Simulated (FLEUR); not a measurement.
# ZrB2 (P6/mmm) in FLEUR: a series of runs, part 2 of 2

FLEUR MaX-R8.1 (later development tree). Earlier steps stand in the parts before.

## (7) Equation of state, RPBE, 10.86 Å³/atom (volume scaled by 1.06)

Changes to inp.xml since step 6:

```diff
@@ -24,3 +24,3 @@
       <xi:include xmlns:xi="http://www.w3.org/2001/XInclude" href="sym.xml"> </xi:include>
-      <bulkLattice scale="1.0131594038">
+      <bulkLattice scale="1.0196128224">
          <bravaisMatrix>
```

Started as:

```console
inpgen -f crystal.txt -profile fastHighL
# inp.xml edited to the form shown
fleur_MPI
```

Run time: 63 s. Hardware: 1 thread of Arm Neoverse V2, shared host; peak memory 0.09 GiB.

The run converged. Its results:

* Free energy: -99303.9862 eV
* Band gap on the k mesh: none (metal or under the smearing width)
* Valence electrons inside the program's atomic spheres: Zr 10.26; B 1.38 (radii Zr 2.66, B 1.55 bohr)

## (8) Equation of state, RPBE

This step only gathers the single runs of the series.

Results:

```yaml
Equilibrium_volume: 10.44 Å³/atom
Bulk_modulus_at_fixed_shape_and_positions: 230 GPa
Pressure_derivative_of_the_bulk_modulus: "3.9 (rough: it moves with the points fitted)"
```

Energy against volume, from the lowest point:
```csv
volume (Å³/atom),energy (meV/atom)
9.634,48.43
9.839,24.83
10.249,0.00
10.659,0.57
10.864,8.93
```

Caveat: the cell was scaled at fixed shape and fractional positions, which overstates the stiffness of a crystal with free parameters, most of all of layers and chains.

## (9) Band structure, RPBE, spin-orbit coupling, no magnetisation

Changes to inp.xml since step 7:

```diff
@@ -6,3 +6,3 @@
    <calculationSetup>
-      <cutoffs Kmax="4.65" Gmax="14.4" GmaxXC="14.4" numbands="0"/>
+      <cutoffs Kmax="4.5" Gmax="14.0" GmaxXC="14.0" numbands="150"/>
       <scfLoop itmax="60" minDistance="0.00001" maxIterBroyd="15" imix="Anderson" alpha="0.05" precondParam="0.0" spinf="2.0" sdNocoIR="T"/>
@@ -11,3 +11,3 @@
       <magnetism jspins="1"/>
-      <soc l_soc="F" theta="0.0" phi="0.0" spav="F"/>
+      <soc l_soc="T" theta="0.0" phi="0.0" spav="F"/>
       <expertModes spex="0" secvar="F"/>
@@ -24,3 +24,3 @@
       <xi:include xmlns:xi="http://www.w3.org/2001/XInclude" href="sym.xml"> </xi:include>
-      <bulkLattice scale="1.0196128224">
+      <bulkLattice scale="1.0">
          <bravaisMatrix>
@@ -50,3 +50,3 @@
       <species name="Boron (B)" element="B" atomicNumber="5">
-         <mtSphere radius="1.55" gridPoints="529" logIncrement="0.019"/>
+         <mtSphere radius="1.6" gridPoints="529" logIncrement="0.019"/>
          <atomicCutoffs lmax="8" lnonsphr="6"/>
```

crystal.txt

```
ZrB2
&input cartesian=F /
3.1700000000  0.0000000000  0.0000000000
-1.5850000000  2.7453005300  0.0000000000
0.0000000000  0.0000000000  3.5330000000
1.8897261246
1.0 1.0 1.0

3
40 0.0000000000  0.0000000000  0.0000000000
5 0.6666666667  0.3333333333  0.5000000000
5 0.3333333333  0.6666666667  0.5000000000

&soc 0.0 0.0 /
&kpt div1=8 div2=8 div3=6 gamma=T /
```

Changes to inp.xml (bands) since step 2:

```diff
@@ -6,3 +6,3 @@
    <calculationSetup>
-      <cutoffs Kmax="4.5" Gmax="14.0" GmaxXC="14.0" numbands="0"/>
+      <cutoffs Kmax="4.5" Gmax="14.0" GmaxXC="14.0" numbands="150"/>
       <scfLoop itmax="60" minDistance="0.00001" maxIterBroyd="15" imix="Anderson" alpha="0.05" precondParam="0.0" spinf="2.0" sdNocoIR="T"/>
@@ -11,3 +11,3 @@
       <magnetism jspins="1"/>
-      <soc l_soc="F" theta="0.0" phi="0.0" spav="F"/>
+      <soc l_soc="T" theta="0.0" phi="0.0" spav="F"/>
       <expertModes spex="0" secvar="F"/>
```

Potentials or basis: all-electron, FLAPW.

Started as:

```console
inpgen -f crystal.txt -profile fastHighL
# inp.xml edited to the form shown
fleur_MPI
fleur_MPI   # second run, on inp.xml (bands)
```

What it wrote:

```text
Welcome to FLEUR        (www.flapw.de)
      MaX-Release 8.1          (www.max-centre.eu)

 ========== k-point set info ==========
 Selected k-point list: default-1
 k-point list type: mesh
 8 x 8 x 6
 Number of k points: 48

 ------------Calculation Setup---------------------------
 Number of MPI-tasks      :            1
 Number of PE/node        :            1
 Number of OMP-threads    :            1
 Most efficient MPI parallelization for:
           1           2           3           4           6           8          12          16          24          48
 Additional eigenvalue parallelization possible
 Number of basis functions:          444
 Approximate size of matrices (H+S) per k-point:         0.003 GB
 --------------------------------------------------------
Nuclear radius smaller than smallest radial mesh point for atom type 2 -- skipping its core isomer shift
Nuclear radius smaller than smallest radial mesh point for atom type 2 -- skipping its isomer shift
 Iteration:     1   Distance:      13.47073717 me/bohr^3
Nuclear radius smaller than smallest radial mesh point for atom type 2 -- skipping its core isomer shift
Nuclear radius smaller than smallest radial mesh point for atom type 2 -- skipping its isomer shift
 Iteration:     2   Distance:      12.06948047 me/bohr^3
Nuclear radius smaller than smallest radial mesh point for atom type 2 -- skipping its core isomer shift
Nuclear radius smaller than smallest radial mesh point for atom type 2 -- skipping its isomer shift
 Iteration:     3   Distance:       5.43926228 me/bohr^3
Nuclear radius smaller than smallest radial mesh point for atom type 2 -- skipping its core isomer shift
Nuclear radius smaller than smallest radial mesh point for atom type 2 -- skipping its isomer shift
 Iteration:     4   Distance:       4.97293144 me/bohr^3
Nuclear radius smaller than smallest radial mesh point for atom type 2 -- skipping its core isomer shift
Nuclear radius smaller than smallest radial mesh point for atom type 2 -- skipping its isomer shift
 Iteration:     5   Distance:       0.94307255 me/bohr^3
Nuclear radius smaller than smallest radial mesh point for atom type 2 -- skipping its core isomer shift
Nuclear radius smaller than smallest radial mesh point for atom type 2 -- skipping its isomer shift
 Iteration:     6   Distance:       0.71307821 me/bohr^3
Nuclear radius smaller than smallest radial mesh point for atom type 2 -- skipping its core isomer shift
Nuclear radius smaller than smallest radial mesh point for atom type 2 -- skipping its isomer shift
 Iteration:     7   Distance:       0.18405196 me/bohr^3
Nuclear radius smaller than smallest radial mesh point for atom type 2 -- skipping its core isomer shift
Nuclear radius smaller than smallest radial mesh point for atom type 2 -- skipping its isomer shift
 Iteration:     8   Distance:       0.04578856 me/bohr^3
Nuclear radius smaller than smallest radial mesh point for atom type 2 -- skipping its core isomer shift
Nuclear radius smaller than smallest radial mesh point for atom type 2 -- skipping its isomer shift
 Iteration:     9   Distance:       0.01779313 me/bohr^3
Nuclear radius smaller than smallest radial mesh point for atom type 2 -- skipping its core isomer shift
Nuclear radius smaller than smallest radial mesh point for atom type 2 -- skipping its isomer shift
 Iteration:    10   Distance:       0.00288627 me/bohr^3
Nuclear radius smaller than smallest radial mesh point for atom type 2 -- skipping its core isomer shift
Nuclear radius smaller than smallest radial mesh point for atom type 2 -- skipping its isomer shift
 Iteration:    11   Distance:       0.00236702 me/bohr^3
Nuclear radius smaller than smallest radial mesh point for atom type 2 -- skipping its core isomer shift
Nuclear radius smaller than smallest radial mesh point for atom type 2 -- skipping its isomer shift
 Iteration:    12   Distance:       0.00042908 me/bohr^3
Nuclear radius smaller than smallest radial mesh point for atom type 2 -- skipping its core isomer shift
Nuclear radius smaller than smallest radial mesh point for atom type 2 -- skipping its isomer shift
 Iteration:    13   Distance:       0.00016098 me/bohr^3
Nuclear radius smaller than smallest radial mesh point for atom type 2 -- skipping its core isomer shift
Nuclear radius smaller than smallest radial mesh point for atom type 2 -- skipping its isomer shift
 Iteration:    14   Distance:       0.00004530 me/bohr^3
Nuclear radius smaller than smallest radial mesh point for atom type 2 -- skipping its core isomer shift
Nuclear radius smaller than smallest radial mesh point for atom type 2 -- skipping its isomer shift
 Iteration:    15   Distance:       0.00000327 me/bohr^3

 ********************************************************************
 Run finished successfully
 Stop message:
   all done
 ********************************************************************
```

Run time: 4.8 min. Hardware: 1 thread of Arm Neoverse V2, shared host; peak memory 0.17 GiB.

What came out:

| Item | Value |
| --- | --- |
| Free energy | -99304.0862 eV |
| Band gap along the path | none (metal or under the smearing width) |
| Valence electrons inside the program's atomic spheres | Zr 10.41; B 1.55 (radii Zr 2.66, B 1.6 bohr) |

Levels at the corners of the path, in eV from the Fermi level:
```
point  band 16  band 17  band 18  band 19  band 20  band 21
    Γ    -2.69    -2.54    -2.54     3.27     3.27     3.33
    M    -3.24    -2.80    -2.80     2.07     2.07     2.19
    K    -2.61    -2.59    -2.59     1.41     1.41     1.47
    Γ    -2.69    -2.54    -2.54     3.27     3.27     3.33
    A    -1.14     0.19     0.19     0.23     0.23     0.63
    L    -4.27    -2.21    -2.21     3.67     3.67     3.87
    H    -2.90    -2.80    -2.80     4.02     4.02     5.84
    A    -1.14     0.19     0.19     0.23     0.23     0.63
    L    -4.27    -2.21    -2.21     3.67     3.67     3.87
    M    -3.24    -2.80    -2.80     2.07     2.07     2.19
    K    -2.61    -2.59    -2.59     1.41     1.41     1.47
    H    -2.90    -2.80    -2.80     4.02     4.02     5.84
```

Core levels (eV from the Fermi level):
```
atom                                                                                                                             levels
1 Zr  1s1/2 -17812.1, 2s1/2 -2462.0, 2p1/2 -2252.2, 2p3/2 -2166.4, 3s1/2 -398.6, 3p1/2 -320.6, 3p3/2 -306.9, 3d3/2 -169.7, 3d5/2 -167.2
 2 B                                                                                                                       1s1/2 -173.5
 3 B                                                                                                                       1s1/2 -173.5
```

Caveat: spin-orbit coupling is added in second variation on a limited number of bands.
